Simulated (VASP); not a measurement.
# Hf (Im-3m) in VASP: further runs, part 2 of 2

VASP 6.6.1. The steps go on from the part before.

### 3 Electric field gradients, PBE (volume scaled by 0.975)

INCAR

```
  ALGO = Fast
  EDIFF = 1E-8
  ENCUT = 520
  GGA = PE
  ISIF = 2
  ISMEAR = -1
  LASPH = True
  LCHARG = False
  LEFG = True
  LREAL = False
  LWAVE = False
  NBANDS = 11
  NELM = 100
  PREC = Accurate
  SIGMA = 0.08
```

KPOINTS

```
k-points
0
Gamma
  16 16 16
```

POSCAR

```
Hf
1.0
   -1.7898312156      1.7898312156      1.7898312156
    1.7898312156     -1.7898312156      1.7898312156
    1.7898312156      1.7898312156     -1.7898312156
Hf
1
Direct
    0.0000000000      0.0000000000      0.0000000000
```

Potentials or basis: VASP PAW PBE potentials, release 64 (Hf_pv).

Run with:

```sh
$ cat potpaw_PBE.64/Hf_pv/POTCAR > POTCAR
$ mpirun -np 1 vasp_std > vasp.out
```

OUTCAR:

```text
EDIFF = 1E-8
   ENCUT = 520
   GGA = PE
   ISIF = 2
   ISMEAR = -1
   LASPH = True
   LREAL = False
   NELM = 100
   PREC = Accurate

 ion  position               nearest neighbor table
   1  0.000  0.000  0.000-

  LATTYP: Found a body centered cubic cell.
 ALAT       =     3.5796624312

  Lattice vectors:

 A1 = (  -1.7898312156,   1.7898312156,   1.7898312156)
[... 544 lines left out ...]
    total drift:                                0.000000      0.000000      0.000000

  FREE ENERGIE OF THE ION-ELECTRON SYSTEM (eV)
  ---------------------------------------------------
  free  energy   TOTEN  =        -9.7572024277 eV

  energy  without entropy=       -9.7150795240  energy(sigma->0) =       -9.73614098

 Electric field gradients (V/A^2)
---------------------------------------------------------------------
 ion       V_xx      V_yy      V_zz      V_xy      V_xz      V_yz
---------------------------------------------------------------------
   1      -0.000    -0.000     0.000    -0.000    -0.000    -0.000
---------------------------------------------------------------------

 Electric field gradients after diagonalization (V/A^2)
 (convention: |V_zz| > |V_xx| > |V_yy|)
----------------------------------------------------------------------
 ion       V_xx      V_yy      V_zz     asymmetry (V_yy - V_xx)/ V_zz
----------------------------------------------------------------------
   1       0.000     0.000    -0.001       0.000
----------------------------------------------------------------------

           NMR quadrupolar parameters

 Cq : quadrupolar parameter    Cq=e*Q*V_zz/h
 eta: asymmetry parameters     (V_yy - V_xx)/ V_zz
 Q  : nuclear electric quadrupole moment in mb (millibarn)
----------------------------------------------------------------------
 ion       Cq(MHz)       eta       Q (mb)
----------------------------------------------------------------------
   1      -0.000       0.000       1.000
----------------------------------------------------------------------
```

OSZICAR:

```text
N       E                     dE             d eps       ncg     rms          rms(c)
DAV:   1     0.123269268099E+02    0.12327E+02   -0.58115E+03  3230   0.841E+02
[... 12 lines left out ...]
RMM:  14    -0.975720351371E+01   -0.19641E-05   -0.31358E-06  3709   0.128E-02    0.187E-02
RMM:  15    -0.975720274857E+01    0.76514E-06   -0.24968E-07  3872   0.384E-03    0.651E-03
RMM:  16    -0.975720260533E+01    0.14324E-06   -0.62692E-08  3632   0.149E-03    0.329E-03
RMM:  17    -0.975720248804E+01    0.11729E-06   -0.19025E-08  3219   0.102E-03    0.137E-03
RMM:  18    -0.975720246706E+01    0.20982E-07   -0.42570E-09  2460   0.462E-04    0.787E-04
RMM:  19    -0.975720242131E+01    0.45753E-07   -0.30010E-09  2317   0.421E-04    0.141E-04
RMM:  20    -0.975720242772E+01   -0.64128E-08   -0.27195E-10  1891   0.156E-04
   1 F= -.97572024E+01 E0= -.97361410E+01  d E =-.421229E-01
```

stdout:

```text
POSCAR found type information on POSCAR Hf
 POSCAR found :  1 types and       1 ions
 scaLAPACK will be used
 LDA part: xc-table for (Slater+PW92), standard interpolation
 POSCAR, INCAR and KPOINTS ok, starting setup
 FFT: planning ... GRIDC
 FFT: planning ... GRID_SOFT
 FFT: planning ... GRID
 WAVECAR not read
 entering main loop
WARNING in EDDRMM: call to ZHEGV failed, returncode =   8  4     10
WARNING in EDDRMM: call to ZHEGV failed, returncode =   8  4     11
WARNING in EDDRMM: call to ZHEGV failed, returncode =   8  4     10
ion   1
```

Run time: 16 s. Hardware: 1 thread of Intel Xeon 6975P-C (Granite Rapids), shared host; peak memory 0.16 GiB.

Results:

```yaml
Free_energy: -9.7572 eV
Pressure: -2.9 GPa
Band_gap_on_the_k_mesh: none (metal or under the smearing width)
```

Electric field gradients, principal values (V/Å²):
```csv
atom,Vxx,Vyy,Vzz
1 Hf,0.000,0.000,-0.001
```

Spin-orbit coupling is left out, which matters for the levels of Hf.
